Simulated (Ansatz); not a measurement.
# B: the cost of one run

Method: DFT PBE, scalar-relativistic, plane waves, PAW, in Ansatz 0.2.0.

## 1. The starting structure

Symmetry: Amm2, No. 38, orthorhombic system. The conventional cell has a = 4.831 Å, b = 6.488 Å, c = 4.482 Å, α = 90.00°, β = 90.00°, γ = 90.00°. B (site symmetry 1) has 3 B at 1.60 to 1.62 Å as nearest neighbours. B (site symmetry m) is surrounded by 4 B at 1.62 Å. Around B (site symmetry m) lie 3 B at 1.60 to 1.61 Å.

Coordinates:

```xyz
8
Lattice="4.8314 0.0000 0.0000 0.0000 3.2440 2.2408 0.0000 -3.2440 2.2408" Properties=species:S:1:pos:R:3 pbc="T T T"
B     1.0580    1.6006    1.1810
B     3.7734   -1.6006    1.1810
B     1.0580   -1.6006    1.1810
B     3.7734    1.6006    1.1810
B     0.0000    2.1170    2.2945
B     0.0000   -2.1170    2.2945
B     2.4157   -0.8037    1.4799
B     2.4157    0.8037    1.4799
```

The cell is invented: 3-, 4-connected net of one element (Amm2, No. 38). The dimensions are guesses.

## 2. The guess as it stands, on a coarse mesh

input.yaml

```yaml
crystal:
  lattice:
    - [4.83136136, 0.0, 0.0]
    - [0.0, 3.24396952, 2.24075166]
    - [0.0, -3.24396952, 2.24075166]
  atoms:
    - { symbol: B, position: [0.21897726, 0.51023861, 0.01683373] }
    - { symbol: B, position: [0.78102274, 0.01683373, 0.51023861] }
    - { symbol: B, position: [0.21897726, 0.01683373, 0.51023861] }
    - { symbol: B, position: [0.78102274, 0.51023861, 0.01683373] }
    - { symbol: B, position: [0.0, 0.83828013, 0.18568576] }
    - { symbol: B, position: [0.0, 0.18568576, 0.83828013] }
    - { symbol: B, position: [0.5, 0.20636464, 0.45410223] }
    - { symbol: B, position: [0.5, 0.45410223, 0.20636464] }
basis:
  ecutwfc: 420
kpoints:
  mp_grid: { grid: [4, 6, 6] }
hamiltonian:
  xc: pbe
scf:
  occupations: { method: gaussian, width: 0.1 }
  lower_state_search: "off"
output:
  forces: true
  stress: true
  eigenvalues: true
```

Command:

```
$ ansatz run input.yaml --threads 1 --pin off --max-ram 2560MiB --backend cpu --events-out ev --progress --plain --runs-dir out
```

**Question.** How long does this run take on 1 thread of Arm Neoverse V1, shared host, and how much memory does it need?

About 5.4 s, with a peak of 0.29 GiB.
